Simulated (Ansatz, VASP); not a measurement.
## Two plane-wave programs on HfC

Contents of INCAR:

```
PREC = Accurate
ENCUT = 520
EDIFF = 1E-6
ISMEAR = 0
SIGMA = 0.1
LREAL = False
LASPH = True
NELM = 60
ALGO = Normal
ISIF = 2
LWAVE = False
LCHARG = False
GGA = PE
NBANDS = 14
```

KPOINTS

```
Automatic mesh
0
Gamma
  16 16 16
```

File POSCAR:

```
HfC
1.0
    0.0000000000      2.3487754142      2.3487754142
    2.3487754142      0.0000000000      2.3487754142
    2.3487754142      2.3487754142      0.0000000000
Hf C
1 1
Direct
    0.5000000000      0.5000000000      0.5000000000
    0.0000000000      0.0000000000      0.0000000000
```

Input for Ansatz:

```yaml
crystal:
  lattice:
    - [0.0, 2.3487754149, 2.3487754149]
    - [2.3487754149, 0.0, 2.3487754149]
    - [2.3487754149, 2.3487754149, 0.0]
  atoms:
    - { symbol: Hf, position: [0.5, 0.5, 0.5] }
    - { symbol: C, position: [0.0, 0.0, 0.0] }
basis:
  ecutwfc: 420
kpoints:
  mp_grid: { grid: [16, 16, 16] }
hamiltonian:
  xc: pbe
scf:
  occupations: { method: gaussian, width: 0.1 }
output:
  forces: true
  stress: true
  eigenvalues: true
  write_density: true
  write_potential: true
  elf: true
  volumetric_format: npy
```

Alike in both runs: task single point; functional PBE; k mesh 16 × 16 × 16; occupations gaussian, width 0.1 eV; no spin polarisation.

|  | VASP | Ansatz |
| --- | --- | --- |
| version | VASP 6.6.1 | Ansatz 0.2.0 |
| potentials or method | VASP PAW PBE potentials, release 64 (Hf_pv, C) | scalar-relativistic, plane waves, PAW |
| plane-wave cutoff (eV) | 520 | 420 |
| valence electrons in the cell | 14 | 30 |

|  | VASP | Ansatz | Ansatz less VASP |
| --- | --- | --- | --- |
| gap on the k mesh at the Fermi level (eV) | none | none | - |
| pressure (GPa) | -7.3 | -6.5 | +0.75 |

A gap of «none» marks a metal or a gap that the smearing closes. The two sets of potentials don't hold the same shells in valence.

Spin-orbit coupling is left out, which matters for the levels of Hf.
